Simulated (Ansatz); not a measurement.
The reference is LaAlO₃ (space group R-3c, No. 167).

```cif
data_Al6La6O18
_chemical_formula_sum 'La6 Al6 O18'
_space_group_name_H-M_alt 'R-3c :H'
_space_group_IT_number 167
_space_group_name_Hall '-R 3 2"c'
_cell_length_a 5.41244
_cell_length_b 5.41244
_cell_length_c 13.19254
_cell_angle_alpha 90.000
_cell_angle_beta 90.000
_cell_angle_gamma 120.000
loop_
_atom_site_label
_atom_site_type_symbol
_atom_site_symmetry_multiplicity
_atom_site_Wyckoff_symbol
_atom_site_fract_x
_atom_site_fract_y
_atom_site_fract_z
_atom_site_occupancy
La1 La 6 a 0.00000 0.00000 0.25000 1
Al1 Al 6 b 0.00000 0.00000 0.00000 1
O1 O 18 e 0.46130 0.46130 0.25000 1
```
(The calculation used a cell of 10 atoms; values per cell refer to that cell.)

Method: PBE in Ansatz (plane waves to 420 eV, PAW, without spin-orbit coupling), earlier PAW set.

Base values:

```
Property                         Value
-----------------------------  -------
Band gap                       4.02 eV
Lattice parameter a            5.412 Å
Width of the top valence band  0.53 eV
```

Now apply this change: hydrostatic tension (pressure −2 GPa).

Question: How does this affect the band gap?

Answer: The band gap grows by 0.01 eV, from 4.02 eV to 4.03 eV.

Question: What happens to the lattice parameter a?

Answer: The lattice parameter a grows by 0.021 Å (5.412 Å → 5.433 Å).

Question: Predict the new width of the top valence band.

Answer: The width of the top valence band is nearly the same (0.53 eV against 0.54 eV).

Load acts through the strain it causes; cell and atoms are relaxed under it. Whether these cells are dynamically stable was not tested.

Ansatz is a program for electronic structure.
